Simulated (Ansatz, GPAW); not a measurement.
# Work function of B/Ti(0001) at several levels, part 2 of 2

How far do functional and basis move the work function of B/Ti(0001)?

GPAW 26.7.0 and Ansatz 0.2.0; Ansatz plane waves; slab in vacuum with a dipole correction, relaxation (the session's first sound run).

So far, upper work function (eV): step 2 (relaxation, PBE) 5.30; step 5 (self-consistent run: xc = "LDA") 5.47; step 6 (self-consistent run: xc = "vdW-DF2", GPAW, PAW setups, GPAW) 5.60; step 7 (real-space grid: mode = "fd", PBE, GPAW) 5.30; step 8 (atomic orbitals: mode = "lcao", PBE, GPAW) 5.27.

## Step 10: A second plane-wave code

A second program with its own datasets checks the number independently.

This step: Ansatz plane waves; slab in vacuum with a dipole correction (Ansatz 0.2.0).

The input, input.yaml:

```yaml
crystal:
  lattice:
    - [2.95, 0.0, 0.0]
    - [1.475, 2.5547749412, 0.0]
    - [0.0, 0.0, 22.7741168345]
  atoms:
    - { symbol: Ti, position: [0.6666666667, 0.6666666667, 0.3073664744] }
    - { symbol: Ti, position: [0.0, 0.0, 0.4102156877] }
    - { symbol: Ti, position: [0.6666666667, 0.6666666667, 0.5122869935] }
    - { symbol: Ti, position: [0.0, 0.0, 0.6186414725] }
    - { symbol: B, position: [0.3333333333, 0.3333333333, 0.6838262527] }
kpoints:
  mp_grid: { grid: [12, 12, 1] }
hamiltonian:
  xc: pbe
scf:
  occupations: { method: fermi_dirac, width: 0.1 }
efield:
  axis: 3
  dipole_correction: true
  ramp_width: 0.05
output:
  forces: true
  write_potential: true
  write_density: true
  volumetric_format: npy
```

The run is started by

```bash
$ ansatz run input.yaml --threads 4 --pin off --max-ram 8192MiB --backend cpu --events-out ev --progress --plain --runs-dir out
```

The job ended after 5.1 s (4 threads of Arm Neoverse V1, shared host; peak memory 0.48 GiB; 20 s of CPU time).

Numbers from this step:

* upper work function: 5.297 eV
* lower work function: 4.402 eV
* dipole along the normal: -0.03730 e·Å
* dipole field: -0.03932 V/Å
* vacuum level below: 7.600 eV

The electrostatic potential energy of an electron (with the applied field's), less the Fermi level, planar mean oscillates, so the rows of the table below give means over windows of 2.28 Å about each position, cut where the curve ends. Its maxima inside the range that stand out by 2 % of the span (Å: eV): 8.1: -0.217, 10.5: -0.451, 12.8: 0.0737, 14.9: -4.41, 21.9: 5.30. Its minima: 7.0: -12.8, 9.4: -12.5, 11.7: -12.5, 14.1: -12.3, 15.5: -7.79.

Table of electrostatic potential energy of an electron (with the applied field's), less the Fermi level, planar mean by z; means over each step:

```csv
z (Å),"electrostatic potential energy of an electron (with the applied field's), less the Fermi level, planar mean (eV)"
1.14,4.44
3.42,4.35
5.70,-0.925
7.98,-6.44
10.26,-6.62
12.54,-6.01
14.82,-8.09
17.10,3.89
19.38,5.29
21.66,5.24
```

The valence density, planar mean oscillates, so the rows of the table below give means over windows of 2.42 Å about each position, cut where the curve ends. Its maxima inside the range that stand out by 2 % of the span (Å: e/Å³): 7.0: 1.49, 9.4: 1.48, 11.7: 1.50, 14.1: 1.51. Its minima: 8.1: 0.192, 10.5: 0.192, 13.0: 0.174.

The valence density, planar mean by z; means over each step:

z (Å), valence density, planar mean (e/Å³) and a bar:
```
     1.21       0.00 
     3.63       0.00 
     6.05       0.47 ####################
     8.47       0.70 ##############################
    10.89       0.69 ##############################
    13.31       0.66 #############################
    15.73       0.26 ###########
    18.15       0.00 
    20.57       0.00
```

Force by atom:

```csv
atom,x (eV/Å),y (eV/Å),z (eV/Å),size
Ti1,0.000,0.000,0.524,0.524
Ti2,0.000,0.000,-0.529,0.529
Ti3,0.000,0.000,-0.001,0.001
Ti4,0.000,0.000,0.008,0.008
B5,0.000,0.000,-0.002,0.002
```

The upper face's work function is 5.297 eV, against 5.298 eV in the first plane-wave PBE run at this geometry.

## Step 11: Side by side

Results and costs are gathered.

This step: comparison of work functions, dipole and cost (GPAW 26.7.0).

Ladder, by row:

```
   step    code  work function, upper (eV)  work function, lower (eV)  dipole (e Å)  wall time (s)  peak memory (GiB)  threads
     pw    GPAW                      5.298                      4.403       -0.0372          107.4               0.24        1
 revPBE    GPAW                      5.211                      4.302      -0.03781            112               0.24        1
    LDA    GPAW                      5.475                      4.586      -0.03696          102.3               0.24        1
vdW-DF2    GPAW                      5.602                      4.622      -0.04074          129.9                0.4        1
     fd    GPAW                      5.297                      4.403      -0.03719          421.4               0.76        1
   lcao    GPAW                      5.271                      4.392       -0.0366           1268                0.4        1
 ansatz  Ansatz                      5.297                      4.402       -0.0373           5.09              0.479        4
```

## Step 12: A changed run

One more run, with changed settings.

This step: GPAW, PAW setups; slab in vacuum (GPAW 26.7.0).

The input, run.py:

```python
import json
import numpy as np
from ase import Atoms
from gpaw import GPAW, PW

slab = Atoms(
    ['Ti', 'Ti', 'Ti', 'Ti', 'B'],
    positions=[
        [2.95000, 1.70318, 7.00000],
        [-0.00000, -0.00000, 9.34230],
        [2.95000, 1.70318, 11.66688],
        [-0.00000, -0.00000, 14.08901],
        [1.47500, 0.85159, 15.57354]],
    cell=[[2.95, 0.0, 0.0], [1.475, 2.55477, 0.0], [0.0, 0.0, 22.77412]],
    pbc=[True, True, False])

slab.calc = GPAW(mode=PW(500), xc='PBE', kpts={'size': (12, 12, 1), 'gamma': True},
                 occupations={'name': 'fermi-dirac', 'width': 0.1}, nbands='80%',
                 convergence={'density': 1e-05}, maxiter=75,
                 poissonsolver={'dipolelayer': 'xy'},
                 symmetry={'tolerance': 1e-3}, txt='slab.txt')
result = {}
energy = slab.get_potential_energy()
fermi = slab.calc.get_fermi_level()
v = slab.calc.get_electrostatic_potential().mean((0, 1)) - fermi
n = slab.calc.get_pseudo_density().mean((0, 1))
L = slab.cell[2, 2]
z = np.arange(len(v)) * L / len(v)
low, high = slab.positions[:, 2].min(), slab.positions[:, 2].max()
below, above = np.interp([low - 4.8, high + 4.8], z, v)
slopes = [np.interp(x, z, np.gradient(v, z)) for x in (low - 4.8, high + 4.8)]
eps = np.array([[slab.calc.get_eigenvalues(k, s) for k in range(len(slab.calc.get_ibz_k_points()))]
                for s in range(slab.calc.get_number_of_spins())]) - fermi
top, bottom = eps[eps < 0].max(), eps[eps > 0].min()
dipole = slab.get_dipole_moment()[2]
print(f'energy {energy:.4f} eV, Fermi level {fermi:.4f} eV, dipole {dipole:.5f} e A')
print(f'potential 4.8 A off the faces, from the Fermi level: lower {below:.4f} eV, upper {above:.4f} eV')
print(f'slope of the potential there: lower {slopes[0]:.5f}, upper {slopes[1]:.5f} eV/A')
print(f'nearest levels on the mesh: {top:.4f} and {bottom:.4f} eV')
print('magnetic moment', round(slab.get_magnetic_moment(), 3))
result.update(energy=energy, fermi=fermi, dipole=dipole, below=below, above=above, slopes=slopes, edges=[top, bottom],
              z=z.tolist(), v=v.tolist(), n=n.tolist(), positions=slab.positions.tolist(),
              forces=slab.get_forces(apply_constraint=False).tolist(), moments=slab.get_magnetic_moments().tolist())
json.dump(result, open('result.json', 'w'))
```

The run is started by

```bash
$ OMP_NUM_THREADS=1 OPENBLAS_NUM_THREADS=1 python run.py
```

Elapsed: 0.96 s, on 1 thread; peak memory 0.1 GiB.

The program refused the input before any cycle.

The program's message: “ValueError: Too few bands! Electrons: 51.0, bands: 80%”

The change that led to it: nbands = "80 % of the filled bands".

## Step 13: What came out

```yaml
work_function_upper_and_lower_face: 5.298 and 4.403 eV
dipole_along_the_normal: -0.0372 e Å
```

**Reading.** With plane waves and PBE the work function is 5.30 eV on the upper face and 4.40 eV on the lower. The two faces differ by 0.89 eV, the step that the slab's dipole makes (e p/(ε0 A) gives 0.89 eV), so the dipole layer is needed. Over the sound runs of the table the upper face's work function spans 5.211 (revPBE) to 5.602 eV (vdW-DF2). The two plane-wave codes differ by 1.7e-4 eV on the upper face. The cell of 7.54 Å² holds one B, started on one chosen site; other sites and coverages weren't tried. The runs had no spin polarisation, so a magnetic state, which thin layers of d-metal atoms can have, wasn't tested. The in-plane lattice was kept as typed, which isn't the functional's own and leaves some strain; spin-orbit coupling and temperature are left out.

[Logs are printed without paths, hosts, clocks, repeated set-up lines and the standing remarks that a program may print on its own settings, such as how far it seeks lower states.]

[Hosts, paths, dates, database ids (printed as entryN), source tags and the programs' standing remarks are cut or masked in the printed files.]
